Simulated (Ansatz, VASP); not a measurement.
## MgSi: VASP beside Ansatz

```
CELL_PARAMETERS angstrom
2.81745 0.00000 0.00000
0.00000 2.81745 0.00000
0.00000 0.00000 4.37262
ATOMIC_POSITIONS crystal
Mg 0.00000 0.00000 0.00000
Si 0.50000 0.50000 0.50000
```

Alike in both runs: task single point; functional PBEsol; k mesh 18 × 18 × 14; occupations gaussian, width 0.15 eV; no spin polarisation.

```csv
,VASP,Ansatz
version,VASP 6.6.1,Ansatz 0.2.0
potentials or method,"VASP PAW PBE potentials, release 64 (Mg, Si)","scalar-relativistic, plane waves, PAW"
plane-wave cutoff (eV),520,420
valence electrons in the cell,6,14
```

Ansatz gave:

| Item | Value |
| --- | --- |
| gap on the k mesh at the Fermi level (eV) | none |
| pressure (GPa) | -1.9 |
| largest component of the traceless stress (GPa) | 4.75 |

**Question.** Which values does VASP return?

**Answer.** gap on the k mesh at the Fermi level (eV): none; pressure (GPa): -2.0; largest component of the traceless stress (GPa): 4.81.

A gap of «none» marks a metal or a gap that the smearing closes. The two sets of potentials don't hold the same shells in valence.

Caveats: the PAW data sets were made with another functional, which shifts forces and pressure a little (VASP).
